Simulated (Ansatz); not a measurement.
**Squeezing Nb (sc type)**

```
CELL_PARAMETERS angstrom
2.72194 0.00000 0.00000
0.00000 2.72194 0.00000
0.00000 0.00000 2.72194
ATOMIC_POSITIONS crystal
Nb 0.00000 0.00000 0.00000
```

The cell comes from a relaxation on PAW files under the same functional, begun from a prototype that needn't be the stable phase.

Its volume is scaled at fixed shape and fractional positions.

All numbers are PBE results (scalar-relativistic) from Ansatz 0.2.0, with a Γ-centred 16×16×16 k mesh, Fermi–Dirac smearing of 0.1 eV, no spin polarisation. Methods: LAPW: all electrons, basis error target 1 meV/atom; PAW: frozen-core files, cutoff 420 eV; crystal datasets: all electrons, by PAW datasets that the program makes for each cell; norm-conserving: pseudopotentials, cutoff 1116 eV; PAW (partial waves polarizable): frozen-core files, cutoff 420 eV.

Energies are extrapolated to zero smearing and count from the unscaled cell; pressure is positive in compression; gaps take the mesh and a band path. No temperature or zero-point motion is included.

The structure type is held throughout; the real material can change phase at far lower pressure.

```csv
V/V0,V (Å³/atom),P LAPW (GPa),ΔE LAPW (eV/atom),P PAW − LAPW (GPa),ΔE PAW − LAPW (meV/atom)
1.00,20.17,-0.01,0.000,0.00,0.0
0.88,17.75,21.0,0.142,0.00,0.0
0.78,15.73,51.5,0.580,-0.01,-0.1
0.68,13.71,104.6,1.529,-0.05,-0.4
0.58,11.70,203.4,3.392,-0.13,-1.5
0.50,10.08,?,?,?,?
0.43,8.67,586.2,10.157,-0.49,-6.4
```

Q: Fit the Vinet equation to the LAPW pressures shown (residuals weighted by 1/(|P| + 0.03·Pmax)), and predict the pressure of the withheld row.

A: The fit gives V0 = 20.19 Å³/atom, B0 = 117 GPa and B0′ = 4.63. At 10.08 Å³/atom, x = (V/V0)^(1/3) = 0.7934, and P = 3·B0·(1 − x)/x²·exp[1.5·(B0′ − 1)·(1 − x)] = 355.0 GPa. The run itself gave 352.9 GPa (+0.6 % off) and ΔE = 6.121 eV/atom.

Q: At the smallest volume, how far do crystal datasets and norm-conserving and PAW (partial waves polarizable) lie from LAPW in pressure?

A: crystal datasets: +0.01 GPa; norm-conserving: -1.04 GPa; PAW (partial waves polarizable): -0.50 GPa, on a LAPW pressure of 586.2 GPa.

Q: How do the Löwdin populations by LAPW change from the unscaled cell to the last row?

A: Nb 4s 1.93 → 1.77, Nb 5s 0.70 → 0.42, Nb 4p 5.96 → 5.76, Nb 4d 4.37 → 5.00 electrons an atom. These are projections on the shells that the free atoms fill; 0.04 e a cell lies outside them at the start and 0.07 e at the end.
